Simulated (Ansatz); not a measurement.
C (Fmmm), a vibration from a frozen displacement

Level of theory: DFT PBE+D3(BJ), scalar-relativistic, plane waves, PAW in Ansatz. The runs took a 420 eV cutoff, a Γ-centred 22×22×8 mesh and Gaussian smearing (0.15 eV). No spin polarisation. Energies are free energies at this smearing, counted from the undisturbed cell; pressure is positive in compression.

The undisturbed cell (relaxed at this level; this form isn't the usual structure):

```
C
1.0
     1.23277   -2.13415    0.00000
     1.23277    2.13415    0.00000
     0.00000    0.00000    6.79898
C
4
Direct
  0.08331 0.91669 0.75000
  0.58331 0.41669 0.25000
  0.91669 0.08331 0.25000
  0.41669 0.58331 0.75000
```

Atom 1 (C) is moved by x along the Cartesian unit vector (-0.866, 0.500, 0.000); the cell and all other atoms stay fixed. The cell's volume is 35.78 Å³; the moved atoms weigh 12.011 u together and the others 36.033 u.

| x (Å) | ΔE (meV/cell) | total force on the moved atoms along the move (eV/Å) | pressure (GPa) |
| --- | --- | --- | --- |
| -0.2000 | 893.47 | 7.7659 | 6.9701 |
| -0.1600 | 597.72 | 6.8726 | 4.7550 |
| -0.1200 | 349.57 | 5.4916 | 2.8132 |
| -0.0800 | 161.43 | 3.8824 | 1.3115 |
| -0.0400 | 41.78 | 2.0587 | 0.3391 |
| 0.0000 | 0.00 | -0.0030 | -0.0057 |
| 0.0800 | 184.36 | -4.7601 | 1.5693 |
| 0.1200 | 428.20 | -7.4667 | 3.7138 |
| 0.1600 | 785.75 | -10.4699 | 6.9067 |
| 0.2000 | 1263.32 | -13.4250 | 11.1118 |

Task: What frequency belongs to this motion?

Result: The force constant is k = −dF/dx = 54.183 eV/Å², from the parabola through x = -0.0400, 0 and 0.0800. In every cell the moved atoms swing against the rest, so the mass is μ = m₁m₂/(m₁ + m₂) = 9.008 u, and ν̃ = 521.5 cm⁻¹ × √(|k|/μ) = 1279 cm⁻¹. Steps this long are already anharmonic: the energies of the same points give k = 55.819 eV/Å², so the harmonic k is uncertain by that gap or more. The pattern needn't be a normal mode: ν̃² is then a weighted mean of the squared nonzero frequencies at the zone centre of this cell, taken without macroscopic field, so it lies between the lowest and the highest of them.

Task: How far does the harmonic law reach?

Result: At x = -0.200 Å, kx²/2 = 1083.65 meV against the computed 893.47 meV (-17.6 %): the well softens in this direction at large amplitude.

The gap closes along the scan, which can put kinks into the curve.

Cost: 10 runs of about 3.1 core-minutes in all, on AMD EPYC 9R45 (Zen 5) (shared hosts).